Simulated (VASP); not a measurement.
# HC60N3 (a cell with a defect) in VASP: a series of runs, part 2 of 2

VASP 6.6.1.

**4. Single point, r2SCAN**

File INCAR:

```
ALGO = Normal
EDIFF = 1E-6
ENCUT = 520
ISIF = 2
ISMEAR = 0
LASPH = T
LCHARG = F
LMIXTAU = T
LREAL = F
LWAVE = F
METAGGA = R2SCAN
NBANDS = 166
NELM = 60
PREC = Accurate
SIGMA = 0.03
```

File KPOINTS:

```
k-points
0
Gamma
  2 2 2
```

File POSCAR:

```
HC60N3
1.0
    7.1400000000      0.0000000000      0.0000000000
    0.0000000000      7.1400000000      0.0000000000
    0.0000000000      0.0000000000      7.1400000000
H C N
1 60 3
Direct
    0.5177596100      0.5474699800      0.5326147900
    0.6319130000      0.6319130000      0.6319130000
    0.5014860000      0.7507060000      0.7507060000
    0.7507060000      0.5014860000      0.7507060000
    0.7507060000      0.7507060000      0.5014860000
    0.4950870000      0.2505090000      0.7494590000
    0.4950870000      0.7494590000      0.2505090000
    0.2505090000      0.4950870000      0.7494590000
    0.7494590000      0.4950870000      0.2505090000
    0.2505090000      0.7494590000      0.4950870000
    0.7494590000      0.2505090000      0.4950870000
    0.6235760000      0.3759650000      0.8734240000
    0.6235760000      0.8734240000      0.3759650000
    0.3759650000      0.6235760000      0.8734240000
    0.8734240000      0.6235760000      0.3759650000
    0.3759650000      0.8734240000      0.6235760000
    0.8734240000      0.3759650000      0.6235760000
    0.5050870000      0.2510410000      0.2510410000
    0.2510410000      0.5050870000      0.2510410000
    0.2510410000      0.2510410000      0.5050870000
    0.1273950000      0.6227350000      0.6227350000
    0.6227350000      0.1273950000      0.6227350000
    0.6227350000      0.6227350000      0.1273950000
    0.9999620000      0.4999560000      0.4999560000
    0.4999560000      0.9999620000      0.4999560000
    0.4999560000      0.4999560000      0.9999620000
    0.1278200000      0.3773090000      0.3773090000
    0.3773090000      0.1278200000      0.3773090000
    0.3773090000      0.3773090000      0.1278200000
    0.6239330000      0.8758650000      0.8758650000
    0.8758650000      0.6239330000      0.8758650000
    0.8758650000      0.8758650000      0.6239330000
    0.0011195000      0.7494200000      0.7494200000
    0.7494200000      0.0011195000      0.7494200000
    0.7494200000      0.7494200000      0.0011195000
    0.1237350000      0.3750450000      0.8761320000
    0.1237350000      0.8761320000      0.3750450000
    0.3750450000      0.1237350000      0.8761320000
    0.8761320000      0.1237350000      0.3750450000
    0.3750450000      0.8761320000      0.1237350000
    0.8761320000      0.3750450000      0.1237350000
    0.9987500000      0.2495250000      0.7493430000
    0.9987500000      0.7493430000      0.2495250000
    0.2495250000      0.9987500000      0.7493430000
    0.7493430000      0.9987500000      0.2495250000
    0.2495250000      0.7493430000      0.9987500000
    0.7493430000      0.2495250000      0.9987500000
    0.1237820000      0.1237820000      0.6246850000
    0.1237820000      0.6246850000      0.1237820000
    0.6246850000      0.1237820000      0.1237820000
    0.0017403000      0.2503660000      0.2503660000
    0.2503660000      0.0017403000      0.2503660000
    0.2503660000      0.2503660000      0.0017403000
    0.1249420000      0.8743930000      0.8743930000
    0.8743930000      0.1249420000      0.8743930000
    0.8743930000      0.8743930000      0.1249420000
    0.9999680000      0.9999680000      0.4998950000
    0.9999680000      0.4998950000      0.9999680000
    0.4998950000      0.9999680000      0.9999680000
    0.1254050000      0.1254050000      0.1254050000
    0.9997840000      0.9997840000      0.9997840000
    0.6351560000      0.3648080000      0.3648080000
    0.3648080000      0.6351560000      0.3648080000
    0.3648080000      0.3648080000      0.6351560000
```

Potentials or basis: VASP PAW PBE potentials, release 64 (H, C, N).

Command:

```console
$ cat potpaw_PBE.64/H/POTCAR potpaw_PBE.64/C/POTCAR potpaw_PBE.64/N/POTCAR > POTCAR
$ mpirun -np 1 vasp_std > vasp.out
```

OUTCAR:

```text
EDIFF = 1E-6
   ENCUT = 520
   ISIF = 2
   ISMEAR = 0
   LASPH = T
   LREAL = F
   METAGGA = R2SCAN
   NELM = 60
   PREC = Accurate

 ion  position               nearest neighbor table
   1  0.518  0.547  0.533-   2 1.24
   2  0.632  0.632  0.632-   1 1.24   3 1.52   4 1.52   5 1.52
   3  0.501  0.751  0.751-   2 1.52  30 1.54  16 1.55  14 1.55
   4  0.751  0.501  0.751-   2 1.52  31 1.54  17 1.55  12 1.55
   5  0.751  0.751  0.501-   2 1.52  32 1.54  15 1.55  13 1.55
   6  0.495  0.251  0.749-  64 1.48  38 1.54  22 1.56  12 1.56
   7  0.495  0.749  0.251-  63 1.48  40 1.54  23 1.56  13 1.56
[... 52 lines left out ...]
  60  0.125  0.125  0.125-  51 1.54  52 1.54  53 1.54  61 1.55
  61  1.000  1.000  1.000-  54 1.55  55 1.55  56 1.55  60 1.55
  62  0.635  0.365  0.365-  18 1.48  11 1.48   9 1.48
  63  0.365  0.635  0.365-  19 1.48  10 1.48   7 1.48
  64  0.365  0.365  0.635-  20 1.48   8 1.48   6 1.48

  LATTYP: Found a simple cubic cell.
 ALAT       =     7.1400000000

  Lattice vectors:

 A1 = (   7.1400000000,   0.0000000000,   0.0000000000)
 A2 = (   0.0000000000,   7.1400000000,   0.0000000000)
[... 291 lines left out ...]

 k-point     1 :       0.0000    0.0000    0.0000
  band No.  band energies     occupation
      1     -13.5026      2.00000
      2     -11.8472      2.00000
      3     -11.7913      2.00000
      4     -11.3355      2.00000
      5     -10.9043      2.00000
      6     -10.9012      2.00000
[... 1133 lines left out ...]
    139      15.7425      0.00000
    140      15.7430      0.00000
 [bands above 140 left out]

------------------------ aborting loop because EDIFF is reached ----------------------------------------

  FORCE on cell =-STRESS in cart. coord.  units (eV):
  Direction    XX          YY          ZZ          XY          YZ          ZX
  --------------------------------------------------------------------------------------
  -------------------------------------------------------------------------------------
  Total       -8.4322116     -6.4782870     -7.4236832     -2.5775252     -1.8923404     -3.3955802
  in kB      -37.1156819    -28.5151809    -32.6764885    -11.3453753     -8.3294284    -14.9461707
  external PRESSURE =     -32.7691171 kB  Pullay stress =       0.0000000 kB

 VOLUME and BASIS-vectors are now :
 -----------------------------------------------------------------------------
  energy-cutoff  :      520.00
  volume of cell :      363.99
      direct lattice vectors                 reciprocal lattice vectors
     7.140000000  0.000000000  0.000000000     0.140056022  0.000000000  0.000000000
     0.000000000  7.140000000  0.000000000     0.000000000  0.140056022  0.000000000
     0.000000000  0.000000000  7.140000000     0.000000000  0.000000000  0.140056022

 POSITION                                       TOTAL-FORCE (eV/Angst)
 -----------------------------------------------------------------------------------
      3.69680      3.90894      3.80287         2.796520      1.321817      1.982221
      4.51186      4.51186      4.51186        -2.296000     -1.170860     -1.731649
      3.58061      5.36004      5.36004         0.256127      0.070060      0.078063
      5.36004      3.58061      5.36004        -0.328096     -0.078840     -0.319072
      5.36004      5.36004      3.58061        -0.139977     -0.137970      0.086029
      3.53492      1.78863      5.35114         0.070947     -0.010167      0.020164
[... 56 lines left out ...]
      2.60473      4.53501      2.60473        -0.089037     -0.089040     -0.056524
      2.60473      2.60473      4.53501        -0.095576     -0.062682     -0.054656
 -----------------------------------------------------------------------------------
    total drift:                                0.000340      0.000192      0.000261

  FREE ENERGIE OF THE ION-ELECTRON SYSTEM (eV)
  ---------------------------------------------------
  free  energy   TOTEN  =      -616.9294675416 eV

  energy  without entropy=     -616.9294675416  energy(sigma->0) =     -616.92946754
```

OSZICAR:

```text
N       E                     dE             d eps       ncg     rms          rms(c)
DAV:   1     0.808866513844E+03    0.80887E+03   -0.14125E+05  2656   0.156E+03
DAV:   2    -0.619075478655E+03   -0.14279E+04   -0.13652E+04  3264   0.304E+02
DAV:   3    -0.691244757009E+03   -0.72169E+02   -0.71504E+02  3248   0.665E+01
[... 13 lines left out ...]
DAV:  17    -0.616929331727E+03    0.60026E-04   -0.71461E-05  3296   0.249E-02    0.550E-03
DAV:  18    -0.616929455913E+03   -0.12419E-03   -0.53898E-05  2992   0.268E-02    0.223E-03
DAV:  19    -0.616929464554E+03   -0.86412E-05   -0.37364E-06  2672   0.729E-03    0.219E-03
DAV:  20    -0.616929467100E+03   -0.25457E-05   -0.11885E-06  1824   0.424E-03    0.105E-03
DAV:  21    -0.616929467542E+03   -0.44198E-06   -0.17199E-07  1688   0.171E-03
   1 F= -.61692947E+03 E0= -.61692947E+03  d E =-.146338E-12
```

It took 81 min on 1 thread of AMD EPYC 7R43 (Zen 3), shared host; peak memory 0.56 GiB.

What came out:

```
Free energy            : -616.9295 eV
Pressure               : -3.3 GPa
Largest force          : 3.674 eV/Å
Band gap on the k mesh : 3.93 eV, indirect (least direct gap 4.00 eV)
```

Forces in eV/Å, atoms in the order of the input:
```
H    2.797  1.322  1.982
C   -2.296 -1.171 -1.732
C    0.256  0.070  0.078
C   -0.328 -0.079 -0.319
C   -0.140 -0.138  0.086
C    0.071 -0.010  0.020
C    0.109  0.094 -0.090
C   -0.062  0.023  0.080
C    0.017  0.009  0.004
C   -0.131  0.136  0.076
C   -0.006  0.021  0.027
C    0.010  0.014  0.007
C    0.006  0.002  0.044
C    0.039  0.002  0.000
C    0.002  0.006  0.012
C    0.055  0.003  0.003
C    0.009  0.000  0.011
C    0.037 -0.048 -0.041
C   -0.105 -0.073 -0.109
C   -0.067 -0.078 -0.004
C   -0.005 -0.043 -0.032
C   -0.020  0.001 -0.027
C   -0.022 -0.040 -0.001
C   -0.015  0.002  0.000
C   -0.001  0.002  0.001
C   -0.001  0.002 -0.008
C   -0.001  0.028  0.039
C    0.030  0.003  0.022
C    0.040  0.021  0.001
C   -0.088  0.057  0.063
C   -0.004  0.011 -0.009
C    0.031  0.019 -0.038
C    0.000  0.029  0.016
C    0.008 -0.009  0.019
C    0.005  0.030 -0.005
C    0.012  0.011 -0.021
C    0.020 -0.027 -0.002
C    0.007  0.013 -0.018
C   -0.014  0.007  0.018
C   -0.006 -0.028  0.021
C   -0.016  0.018  0.007
C    0.002 -0.016 -0.006
C   -0.004 -0.004 -0.014
C   -0.025 -0.004 -0.007
C   -0.008  0.001 -0.027
C   -0.018 -0.004 -0.008
C   -0.007 -0.022  0.004
C    0.013  0.016 -0.006
C    0.021  0.019  0.021
C   -0.024  0.014  0.013
C   -0.001 -0.020 -0.026
C   -0.021  0.005 -0.016
C   -0.026 -0.016  0.001
C    0.008 -0.005 -0.002
C   -0.007  0.008 -0.009
C   -0.003 -0.008  0.008
C    0.019  0.005  0.028
C    0.009 -0.008  0.004
C    0.060  0.016  0.024
C    0.002  0.000  0.001
C   -0.006  0.000 -0.003
N   -0.030 -0.039 -0.049
N   -0.089 -0.089 -0.057
N   -0.096 -0.063 -0.055
```

Levels at points of the mesh, in eV from the valence-band top:
```tsv
k point	band 124	band 125	band 126	band 127	band 128	band 129	band 130	band 131	band 132	band 133
(0.00, 0.00, 0.00)	-1.61	-1.45	-0.06	-0.04	0.00	4.00	4.18	4.18	4.42	4.42
(0.50, 0.00, 0.00)	-2.24	-1.83	-0.94	-0.80	-0.59	3.95	4.08	4.96	5.38	6.09
(0.00, 0.50, 0.00)	-2.24	-1.81	-1.03	-0.70	-0.58	3.93	4.08	4.96	5.35	6.09
(0.00, 0.00, 0.50)	-2.24	-1.82	-0.98	-0.77	-0.57	3.94	4.08	4.96	5.37	6.09
(0.50, 0.50, 0.00)	-1.31	-1.28	-1.18	-0.43	-0.29	5.36	5.40	5.62	5.85	5.96
(0.00, 0.50, 0.50)	-1.28	-1.25	-1.18	-0.45	-0.29	5.35	5.41	5.61	5.86	5.96
(0.50, 0.00, 0.50)	-1.37	-1.28	-1.18	-0.37	-0.30	5.37	5.38	5.62	5.84	5.96
(0.50, 0.50, 0.50)	-2.08	-2.08	-0.66	-0.54	-0.41	5.25	5.27	5.45	5.81	5.88
```

Caveat: the k mesh is coarse (spacing up to 0.44 Å⁻¹), so the values aren't converged; the PAW data sets were made with another functional, which shifts forces and pressure a little.

**5. Summary**

| level | potentials or basis | gap on the mesh (eV) | pressure (GPa) | largest force (eV/Å) |
| --- | --- | --- | --- | --- |
| PBE | VASP PAW PBE potentials, release 64 (H, C, N) | 3.68 | 0.6 | 3.35 |
| LDA | VASP PAW LDA potentials, release 64 (H, C, N) | 3.63 | -13.4 | 2.97 |
| r2SCAN | VASP PAW PBE potentials, release 64 (H, C, N) | 3.93 | -3.3 | 3.67 |

Alike in all rows: task single point; no spin polarisation; cell as given; k mesh 2 × 2 × 2; cutoff (eV) 520; smearing gaussian 0.03 eV; the mesh is coarse, so values aren't converged.

Caveats: all runs use coarse meshes; the PAW data sets were made with another functional, which shifts forces and pressure a little (some runs).

Total energies depend on the potentials used, so only differences within one code and one set of settings carry meaning.
